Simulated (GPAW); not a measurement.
As, 4 atoms in the cell. Symmetry: Cmce, No. 64, orthorhombic system. Conventional cell: a = 3.650 Å, b = 11.000 Å, c = 4.470 Å, α = 90.00°, β = 90.00°, γ = 90.00°. As (site symmetry m) is surrounded by 3 As at 2.48 to 2.49 Å. This isn't the form of As at room conditions, which is rhombohedral.

```yaml
Program: GPAW 26.7.0
Task: single point
Functional: PBEsol
Potentials_or_basis: PAW data sets generated in the run's folder for this functional
Cutoff: 450 eV
Basis: pw
k_mesh: 6 × 6 × 5
Occupations: fermi-dirac, width 0.05 eV
Spin: no spin polarisation
Maxiter: 120
Convergence: default
```

Potentials or basis: PAW data sets generated in the run's folder for this functional, pw.

Launch:

```sh
$ gpaw-setup -f PBEsol As
$ OMP_NUM_THREADS=1 python run.py
```

Hardware: 1 thread of Arm Neoverse V2, with other jobs on the host.

Problem. Estimate the wall time of this run.

Solution. Wall time 40 s on 1 thread of Arm Neoverse V2, on a shared host, peak memory 0.2 GiB. Counts: scf iterations 8, plane waves 1963, bands 21, k points 55.
